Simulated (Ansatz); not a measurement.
## Σ5 (210) boundary in bcc Nb with O (interstitial): structure and resistance

How much does the Σ5 (210) boundary in bcc Nb with O (interstitial) reflect electrons?

Method: Ansatz plane-wave DFT, PBE, PAW files; relaxation of a bicrystal slab with its lowest layers held; PAW set soft_1, in the first sound run; inputs show where later runs differ, in Ansatz 0.2.0.

### 1. The structure

The cell holds 26 atoms: 25 Nb and 1 O. Cell: a = 7.393 Å, b = 3.306 Å, c = 29.483 Å, α = 90.0°, β = 90.0°, γ = 90.0°. It derives from Nb. built on the (2 1 0) plane; 2 overlapping atoms removed and the grains opened by 0 Å. Vacuum lies along c.

### 2. Relaxing the bicrystal

The boundary is built by mirroring the lower grain in the boundary plane and removing any atoms that overlap; then the O is put in at the boundary. A thin bicrystal slab is relaxed first, with the lowest layers held and the upper grain free to shift and open.

Input file input.yaml:

```yaml
crystal:
  lattice:
    - [7.393111554, 0.0, 0.0]
    - [0.0, 3.3063, 0.0]
    - [0.0, 0.0, 29.482778885]
  atoms:
    - { symbol: Nb, position: [0.7, 0.5, 0.1695905267] }
    - { symbol: Nb, position: [0.0, 0.0, 0.1946665604] }
    - { symbol: Nb, position: [0.3, 0.5, 0.219742594] }
    - { symbol: Nb, position: [0.6, 0.0, 0.2448186277] }
    - { symbol: Nb, position: [0.9, 0.5, 0.2698946613] }
    - { symbol: Nb, position: [0.2, 0.0, 0.294970695] }
    - { symbol: Nb, position: [0.5, 0.5, 0.3200467286] }
    - { symbol: Nb, position: [0.8, 0.0, 0.3451227623] }
    - { symbol: Nb, position: [0.1, 0.5, 0.3701987959] }
    - { symbol: Nb, position: [0.4, 0.0, 0.3952748296] }
    - { symbol: Nb, position: [0.7, 0.5, 0.4203508632] }
    - { symbol: Nb, position: [0.0, 0.0, 0.4454268969] }
    - { symbol: O, position: [0.25, 0.5, 0.4454268969] }
    - { symbol: Nb, position: [0.4, 0.0, 0.4955789642] }
    - { symbol: Nb, position: [0.1, 0.5, 0.5206549978] }
    - { symbol: Nb, position: [0.8, 0.0, 0.5457310315] }
    - { symbol: Nb, position: [0.5, 0.5, 0.5708070651] }
    - { symbol: Nb, position: [0.2, 0.0, 0.5958830988] }
    - { symbol: Nb, position: [0.9, 0.5, 0.6209591324] }
    - { symbol: Nb, position: [0.6, 0.0, 0.6460351661] }
    - { symbol: Nb, position: [0.3, 0.5, 0.6711111997] }
    - { symbol: Nb, position: [0.0, 0.0, 0.6961872333] }
    - { symbol: Nb, position: [0.7, 0.5, 0.721263267] }
    - { symbol: Nb, position: [0.4, 0.0, 0.7463393006] }
    - { symbol: Nb, position: [0.1, 0.5, 0.7714153343] }
    - { symbol: Nb, position: [0.8, 0.0, 0.7964913679] }
kpoints:
  mp_grid: { grid: [3, 7, 1] }
hamiltonian:
  xc: pbe
  pseudopotentials: { kind: paw, azcp: { folder: soft_1 } }
scf:
  occupations: { method: fermi_dirac, width: 0.1 }
relax:
  f_tol: 0.03
  max_steps: 80
  constraints: [{ sites: [0, 1, 2, 3, 4] }]
```

Started as:

```console
ansatz run input.yaml --threads 4 --pin off --max-ram 15360MiB --backend cpu --events-out ev --progress --plain --runs-dir out
```

Numbers of over 12 decimals in the logs are rounded to 6 here.

The program printed:

```text
Engine: ansatz 0.2.0, aarch64-unknown-linux-gnu
Pseudopotentials: kind: paw
Pseudopotential: Nb, paw, valence charge 13, recommended cutoff 420 eV (normal), soft_1/Nb.paw.azcp
Pseudopotential: O, paw, valence charge 6, recommended cutoff 420 eV (normal), soft_1/O.paw.azcp
Functional definition: PBE
  parameter kappa = 0.804
  parameter beta = 0.066725
  exchange = pbe_x(kappa = kappa, mu = beta*pi^2/3)
  correlation = pbe_c(beta = beta)
Crystal: 26 atoms, lattice volume = 720.672 Å³
Basis set: ecut = 420 eV, 14213 PW (Γ), exchange–correlation on 100×48×400 points (8 copies of the dense FFT grid, shifted against one another)
Bands: 199, of which v1, the nominal top of the filled ones, is band 166 counted from 1 (165 counted from 0)
Symmetry: 2 space group operations
Space group: Pm (ITA 6), of the structure as read, at distance tolerance 9.0e-5 Å
k-points: 8 of 21 (time reversal used)
Non-local potential: Nb, projectors of the file, l = 0: 3, l = 1: 2, l = 2: 2, l = 3: 1
Non-local potential: O, projectors of the file, l = 0: 2, l = 1: 2, l = 2: 1
PAW form: soft (Blöchl's): semilocal exchange-correlation on the pseudo side does not see the compensation charge
PAW one-centre angular grid: Nb, 590 points (default); XC on 64 Gauss nodes
PAW one-centre angular grid: O, 110 points (default); XC on 64 Gauss nodes
Initial density: superposition of atomic densities (neutral atoms: chi_scale 0, normalization atom)
Initial wavefunctions: pseudopotential atomic-orbital guess
Functional: x = pbe(κ = 0.804, μ = 0.219515), c = pbe(β = 0.066725)
SCF iter   1: F=—  HF=-114390.229441 eV  |F-HF|=—  |Δ(HF+E_count)|=         —  Δρ=7.70e-2  dr2=3.40e2  ethr=3.10e-3  ⟨swp⟩=8.0  Hψ=7304  notcnv=0
preconditioner: auto → LDOS  [metal: Δε(μ)=0.008 eV  Ē_g=3.988 eV  σ=0.100 eV  W_gap=0.02  n_scr=164 (ndim 8)  ℏωp=15.7 eV  f_vac=0.287  D(μ)=21.36/eV (n_scr^D=154)  β→1.0]
SCF iter   2: F=—  HF=-114384.338402 eV  |F-HF|=—  |Δ(HF+E_count)|=    5.89e0  Δρ=8.18e-2  dr2=6.97e2  ethr=3.10e-3  ⟨swp⟩=15.8  Hψ=9502  notcnv=0  defer=9
SCF iter   3: F=—  HF=-114367.422380 eV  |F-HF|=—  |Δ(HF+E_count)|=    1.69e1  Δρ=1.97e-2  dr2=2.19e1  ethr=3.10e-3  ⟨swp⟩=12.6  Hψ=6884  notcnv=0  defer=9
SCF iter   4: F=—  HF=-114366.659025 eV  |F-HF|=—  |Δ(HF+E_count)|=   7.63e-1  Δρ=5.29e-3  dr2=6.72e-1  ethr=3.10e-3  ⟨swp⟩=3.6  Hψ=2078  notcnv=0  defer=5
SCF iter   5: F=—  HF=-114366.618126 eV  |F-HF|=—  |Δ(HF+E_count)|=   4.09e-2  Δρ=2.43e-3  dr2=5.39e-1  ethr=2.03e-4  ⟨swp⟩=5.5  Hψ=2819  notcnv=0  defer=9
SCF iter   6: F=—  HF=-114366.614187 eV  |F-HF|=—  |Δ(HF+E_count)|=   3.94e-3  Δρ=1.36e-3  dr2=1.46e-1  ethr=1.63e-4  ⟨swp⟩=2.0  Hψ=1722  notcnv=0  defer=1
SCF iter   7: F=—  HF=-114366.610374 eV  |F-HF|=—  |Δ(HF+E_count)|=   3.81e-3  Δρ=3.07e-4  dr2=2.20e-3  ethr=4.41e-5  ⟨swp⟩=1.9  Hψ=1764  notcnv=0
SCF iter   8: F=—  HF=-114366.609487 eV  |F-HF|=—  |Δ(HF+E_count)|=   8.87e-4  Δρ=9.85e-5  dr2=8.15e-5  ethr=6.66e-7  ⟨swp⟩=2.6  Hψ=2466  notcnv=0
SCF iter   9: F=-114366.609530 eV  HF=-114366.609538 eV  |F-HF|=7.37e-6  |Δ(HF+E_count)|=   5.04e-5  Δρ=3.37e-5  dr2=1.82e-5  ethr=6.80e-9  ⟨swp⟩=6.0  Hψ=6102  notcnv=0
SCF 1 converged in 9 iterations: F = -114366.609530 eV  dr2 = 1.82e-5
  greatest PAW one-centre occupation: 0.998 electrons in one spin orbital (limit 2), on the Nb atom at site 6 (counted from 0), in its partial waves of l = 0
relax step   1: F+E_penalty+E_count = -114366.60953049 eV  Δ(F+E_penalty+E_count) = +0.000e0 eV  max|allowed force component| = 1.650e0 eV/Å  Δτ_max = 0.0000 Å  (9 SCF iters, dr2 threshold 2.25e-5 eV, accepted)
Initial density: handed on by an earlier stage of this run
Initial wavefunctions: those handed on with the density
iter 1 solved again at ethr=1.51e-3 eV; its pass at ethr=3.10e-3 eV (dr2=5.01e0 eV) is discarded
SCF iter   1: F=—  HF=-114367.533092 eV  |F-HF|=—  |Δ(HF+E_count)|=         —  Δρ=1.13e-2  dr2=5.24e0  ethr=1.51e-3  ⟨swp⟩=2.0  Hψ=5242  notcnv=0
preconditioner: auto → LDOS  [metal: Δε(μ)=0.028 eV  Ē_g=3.343 eV  σ=0.100 eV  W_gap=0.07  n_scr=164 (ndim 8)  ℏωp=15.7 eV  f_vac=0.294  D(μ)=30.11/eV (n_scr^D=276)  β→1.0]
SCF iter   2: F=—  HF=-114367.301058 eV  |F-HF|=—  |Δ(HF+E_count)|=   2.32e-1  Δρ=3.74e-3  dr2=2.82e-1  ethr=1.51e-3  ⟨swp⟩=4.6  Hψ=2108  notcnv=0  defer=3
SCF iter   3: F=—  HF=-114367.286727 eV  |F-HF|=—  |Δ(HF+E_count)|=   1.43e-2  Δρ=1.75e-3  dr2=7.52e-2  ethr=8.52e-5  ⟨swp⟩=2.9  Hψ=3289  notcnv=0  defer=1
SCF iter   4: F=—  HF=-114367.274641 eV  |F-HF|=—  |Δ(HF+E_count)|=   1.21e-2  Δρ=3.99e-4  dr2=3.34e-3  ethr=2.27e-5  ⟨swp⟩=2.1  Hψ=2317  notcnv=0
SCF iter   5: F=—  HF=-114367.274390 eV  |F-HF|=—  |Δ(HF+E_count)|=   2.51e-4  Δρ=1.08e-4  dr2=2.47e-4  ethr=1.01e-6  ⟨swp⟩=2.0  Hψ=2148  notcnv=0
SCF iter   6: F=-114367.274402 eV  HF=-114367.274406 eV  |F-HF|=3.94e-6  |Δ(HF+E_count)|=   1.65e-5  Δρ=3.57e-5  dr2=1.65e-5  ethr=3.02e-8  ⟨swp⟩=3.1  Hψ=6152  notcnv=0
SCF 2 converged in 6 iterations: F = -114367.274402 eV  dr2 = 1.65e-5
  greatest PAW one-centre occupation: 0.998 electrons in one spin orbital (limit 2), on the Nb atom at site 21 (counted from 0), in its partial waves of l = 0
relax step   2: F+E_penalty+E_count = -114367.27440240 eV  Δ(F+E_penalty+E_count) = -6.649e-1 eV  max|allowed force component| = 6.198e-1 eV/Å  Δτ_max = 0.1949 Å  (6 SCF iters, dr2 threshold 1.00e-4 eV, accepted)
SCF iter   1: F=—  HF=-114367.975974 eV  |F-HF|=—  |Δ(HF+E_count)|=         —  Δρ=1.52e-2  dr2=1.65e1  ethr=3.10e-3  ⟨swp⟩=7.2  Hψ=4534  notcnv=0
preconditioner: auto → LDOS  [metal: Δε(μ)=0.013 eV  Ē_g=3.390 eV  σ=0.100 eV  W_gap=0.03  n_scr=164 (ndim 8)  ℏωp=15.7 eV  f_vac=0.300  D(μ)=28.32/eV (n_scr^D=244)  β→1.0]
SCF iter   2: F=—  HF=-114367.617918 eV  |F-HF|=—  |Δ(HF+E_count)|=   3.58e-1  Δρ=4.57e-3  dr2=4.46e-1  ethr=3.10e-3  ⟨swp⟩=2.0  Hψ=1956  notcnv=0
SCF iter   3: F=—  HF=-114367.596769 eV  |F-HF|=—  |Δ(HF+E_count)|=   2.11e-2  Δρ=2.48e-3  dr2=1.14e-1  ethr=1.35e-4  ⟨swp⟩=2.0  Hψ=2948  notcnv=0
SCF iter   4: F=—  HF=-114367.579911 eV  |F-HF|=—  |Δ(HF+E_count)|=   1.69e-2  Δρ=4.44e-4  dr2=4.90e-3  ethr=3.43e-5  ⟨swp⟩=2.0  Hψ=2512  notcnv=0
SCF iter   5: F=—  HF=-114367.578392 eV  |F-HF|=—  |Δ(HF+E_count)|=   1.52e-3  Δρ=1.31e-4  dr2=3.13e-4  ethr=1.48e-6  ⟨swp⟩=3.1  Hψ=2544  notcnv=0
SCF iter   6: F=—  HF=-114367.578412 eV  |F-HF|=—  |Δ(HF+E_count)|=   1.92e-5  Δρ=4.62e-5  dr2=4.32e-5  ethr=9.45e-8  ⟨swp⟩=2.0  Hψ=2319  notcnv=0
SCF iter   7: F=-114367.578413 eV  HF=-114367.578414 eV  |F-HF|=1.38e-6  |Δ(HF+E_count)|=   2.24e-6  Δρ=1.67e-5  dr2=4.70e-6  ethr=7.25e-9  ⟨swp⟩=5.0  Hψ=5274  notcnv=0
SCF 3 converged in 7 iterations: F = -114367.578413 eV  dr2 = 4.70e-6
relax step   3: F+E_penalty+E_count = -114367.57841256 eV  Δ(F+E_penalty+E_count) = -3.040e-1 eV  max|allowed force component| = 2.748e-1 eV/Å  Δτ_max = 0.1932 Å  (7 SCF iters, dr2 threshold 2.40e-5 eV, accepted)
[...]
relax step   4: F+E_penalty+E_count = -114367.70386623 eV  Δ(F+E_penalty+E_count) = -1.255e-1 eV  max|allowed force component| = 2.181e-1 eV/Å  Δτ_max = 0.2000 Å  (7 SCF iters, dr2 threshold 1.07e-5 eV, accepted)
[...]
relax step   5: F+E_penalty+E_count = -114367.72615152 eV  Δ(F+E_penalty+E_count) = -2.229e-2 eV  max|allowed force component| = 8.063e-2 eV/Å  Δτ_max = 0.1365 Å  (7 SCF iters, dr2 threshold 9.35e-6 eV, accepted)
[...]
relax step   6: F+E_penalty+E_count = -114367.71544715 eV  Δ(F+E_penalty+E_count) = +1.070e-2 eV  max|allowed force component| = 2.155e-1 eV/Å  Δτ_max = 0.1140 Å  (8 SCF iters, rejected (line search))
[...]
relax step   7: F+E_penalty+E_count = -114367.72857522 eV  Δ(F+E_penalty+E_count) = -2.424e-3 eV  max|allowed force component| = 1.629e-1 eV/Å  Δτ_max = 0.0570 Å  (8 SCF iters, accepted)
[...]
relax step   8: F+E_penalty+E_count = -114367.73116917 eV  Δ(F+E_penalty+E_count) = -2.594e-3 eV  max|allowed force component| = 1.780e-2 eV/Å  Δτ_max = 0.0204 Å  (5 SCF iters, dr2 threshold 3.62e-6 eV, accepted)
iter 1 solved again at ethr=6.45e-10 eV; its pass at ethr=3.10e-3 eV (dr2=2.14e-6 eV) is discarded
SCF iter   1: F=—  HF=-114367.731238 eV  |F-HF|=—  |Δ(HF+E_count)|=         —  Δρ=9.80e-6  dr2=2.15e-6  ethr=6.45e-10  ⟨swp⟩=2.0  Hψ=3776  notcnv=0
preconditioner: auto → LDOS  [metal: Δε(μ)=0.021 eV  Ē_g=3.424 eV  σ=0.100 eV  W_gap=0.05  n_scr=164 (ndim 8)  ℏωp=15.7 eV  f_vac=0.309  D(μ)=28.22/eV (n_scr^D=244)  β→1.0]
SCF iter   2: F=—  HF=-114367.731171 eV  |F-HF|=—  |Δ(HF+E_count)|=   6.75e-5  Δρ=6.27e-6  dr2=8.34e-7  ethr=6.45e-10  ⟨swp⟩=2.0  Hψ=2419  notcnv=0
SCF iter   3: F=-114367.731171 eV  HF=-114367.731171 eV  |F-HF|=2.93e-8  |Δ(HF+E_count)|=   9.14e-8  Δρ=1.77e-6  dr2=5.85e-8  ethr=3.02e-11  ⟨swp⟩=3.0  Hψ=6597  notcnv=0
SCF 9 converged in 3 iterations: F = -114367.731171 eV  dr2 = 5.85e-8
relax step   9: F+E_penalty+E_count = -114367.73117080 eV  Δ(F+E_penalty+E_count) = -1.633e-6 eV  max|allowed force component| = 1.787e-2 eV/Å  Δτ_max = 0.0000 Å  (3 SCF iters, accepted)
SCF converged after 3 iterations
Free energy (F): -114367.731171 eV
Harris-Foulkes:  -114367.731171 eV  (|F-HF|=2.93e-8)
Internal energy: -114366.793054 eV  (E = F + TS)
E sigma→0 (E₀):  -114367.262113 eV
Entropy (-TS):   -0.938117 eV (-36.081 meV/atom)
Fermi energy:    10.021506 eV
--- Per-component energies (eV) ---
  E_band       = -4285.271380
  E_kinetic    = 9477.359916
  E_local      = -278821.091855  (includes V_loc(G=0)·N_el)
  E_nonlocal   = 2433.039494
  E_hartree    = 135352.589587
  E_xc         = -4202.983980
  E_vxc        = -5091.780889  (∫ρ·V_xc dr)
  E_paw        = -77218.165606  (= ΣΔE_a)
  E_vpaw       = -2988.010539  (= ΣTr[D̂ρ^β])
  E_aug_tail   = 0.001793  (compensation charges beyond the density's cutoff)
  E_ewald      = 98612.457596
  E_smearing   = -0.938117  (= −TS)
  E_closure    = -0.000000  (closes the sum)
  Σ components = -114367.731171   (vs F -114367.731171, Δ=0.00e0)
--- Forces (eV/Å), atoms counted from 1 ---
  atom   1  Nb     0.58702700    -0.00000000     1.60628877
  atom   2  Nb    -0.61148303     0.00000000    -0.19560785
  atom   3  Nb    -0.13235662     0.00000000    -0.13632151
  atom   4  Nb     0.31037933     0.00000000    -0.76189220
  atom   5  Nb    -0.15673492     0.00000000    -0.50552160
  atom   6  Nb     0.00293798    -0.00000000     0.00612450
  atom   7  Nb     0.00371927     0.00000000    -0.00071119
  atom   8  Nb     0.00308010    -0.00000000    -0.00481633
  atom   9  Nb    -0.00332977    -0.00000000    -0.00339777
  atom  10  Nb    -0.00372184    -0.00000000    -0.00962584
  atom  11  Nb     0.00034739    -0.00000000    -0.00268273
  atom  12  Nb     0.01787366     0.00000000    -0.00719615
  atom  13  O     -0.01095131     0.00000000    -0.00803650
  atom  14  Nb    -0.00862812    -0.00000000     0.00972088
  atom  15  Nb     0.01323049    -0.00000000    -0.00601495
  atom  16  Nb     0.01377511     0.00000000     0.00427529
  atom  17  Nb    -0.01774148     0.00000000    -0.00250142
  atom  18  Nb    -0.01063248    -0.00000000     0.00881328
  atom  19  Nb    -0.00058260    -0.00000000     0.01559138
  atom  20  Nb     0.00401048    -0.00000000     0.00426542
  atom  21  Nb    -0.00815181    -0.00000000     0.00169157
  atom  22  Nb     0.00410773     0.00000000    -0.01031017
  atom  23  Nb     0.01224658     0.00000000     0.00817420
  atom  24  Nb     0.00245399    -0.00000000    -0.00212807
  atom  25  Nb    -0.00720670     0.00000000    -0.00259660
  atom  26  Nb    -0.00366094    -0.00000000    -0.00549051
  max |Σ_I F_I| component: 9.39e-5 eV/Å
--- Relaxed structure (9 steps of the walk, 8 accepted, 0 SCFs on fresh bases) ---
  F+E_penalty+E_count = -114367.73117080 eV   max|allowed force component| = 1.787e-2 eV/Å
  atoms:
    - { symbol: Nb, position: [0.700000, 0.500000, 0.1695905267] }
    - { symbol: Nb, position: [0.0, 0.0, 0.194667] }
    - { symbol: Nb, position: [0.3, 0.500000, 0.219742594] }
    - { symbol: Nb, position: [0.6, 0.0, 0.2448186277] }
    - { symbol: Nb, position: [0.9, 0.500000, 0.2698946613] }
    - { symbol: Nb, position: [0.199434, 1.3630098042879444e-18, 0.293594] }
    - { symbol: Nb, position: [0.504457, 0.500000, 0.320079] }
    - { symbol: Nb, position: [0.795825, -3.368251969619735e-18, 0.348525] }
    - { symbol: Nb, position: [0.099182, 0.500000, 0.365778] }
    - { symbol: Nb, position: [0.410496, 8.383601277187168e-19, 0.394428] }
    - { symbol: Nb, position: [0.709093, 0.500000, 0.433911] }
    - { symbol: Nb, position: [0.028065, 6.342762573318799e-18, 0.439020] }
    - { symbol: O, position: [0.238869, 0.500000, 0.438976] }
    - { symbol: Nb, position: [0.404777, 1.0710664766259678e-17, 0.484760] }
    - { symbol: Nb, position: [0.093142, 0.500000, 0.511900] }
    - { symbol: Nb, position: [0.789108, 1.7559603289862083e-17, 0.527994] }
    - { symbol: Nb, position: [0.500322, 0.500000, 0.557211] }
    - { symbol: Nb, position: [0.191965, 1.2286728303617893e-17, 0.583472] }
    - { symbol: Nb, position: [0.890345, 0.500000, 0.606781] }
    - { symbol: Nb, position: [0.591600, 1.4315361742790725e-17, 0.631575] }
    - { symbol: Nb, position: [0.290931, 0.500000, 0.658581] }
    - { symbol: Nb, position: [-0.00804468, 1.2965747379315132e-17, 0.683091] }
    - { symbol: Nb, position: [0.689904, 0.500000, 0.707964] }
    - { symbol: Nb, position: [0.380890, 1.249688713777854e-17, 0.733716] }
    - { symbol: Nb, position: [0.086422, 0.500000, 0.756974] }
    - { symbol: Nb, position: [0.795789, 2.2068074035435525e-17, 0.774200] }
```

The job ended after 6.2 min (4 threads of Arm Neoverse V1, shared host; peak memory 3 GiB; 23 min of CPU time).

This run has no spin polarisation although its electron count is odd.

Step by step:

```
step  energy less that of the first step (eV)  largest force component (eV/Å)
   1                                   0.0000                          1.6495
   2                                  -0.6649                          0.6198
   3                                  -0.9689                          0.2748
   4                                  -1.0943                          0.2181
   5                                  -1.1166                          0.0806
   6                                  -1.1059                          0.2155
   7                                  -1.1190                          0.1629
   8                                  -1.1216                          0.0178
   9                                  -1.1216                          0.0179
```

Relaxation step 6 was tried and not accepted.

The run keeps the 2 symmetry operations that it works with, so distortions that break them were not tested.

The atoms that moved most (Å):

```csv
atom,dx,dy,dz,length
Nb26,-0.031,0.000,-0.657,0.658
Nb16,-0.081,0.000,-0.523,0.529
Nb25,-0.100,0.000,-0.426,0.437
Nb20,-0.062,0.000,-0.426,0.431
Nb19,-0.071,0.000,-0.418,0.424
Nb11,0.067,0.000,0.400,0.405
Nb17,0.002,0.000,-0.401,0.401
Nb23,-0.075,0.000,-0.392,0.399
```

Numbers from this step:

```
free energy             : -114367.7312 eV
energy at zero smearing : -114367.2621 eV
Fermi energy            : 10.02 eV
```

The largest force component on a free atom ends at 0.018 eV/Å, under the tolerance of 0.03, after 9 steps.

(Part 1 of 2 ends here.)

[Logs are printed without paths, hosts, clocks, repeated set-up lines and the standing remarks that a program may print on its own settings, such as how far it seeks lower states.]

[Hosts, paths, dates, database ids (printed as entryN), source tags and the programs' standing remarks are cut or masked in the printed files.]
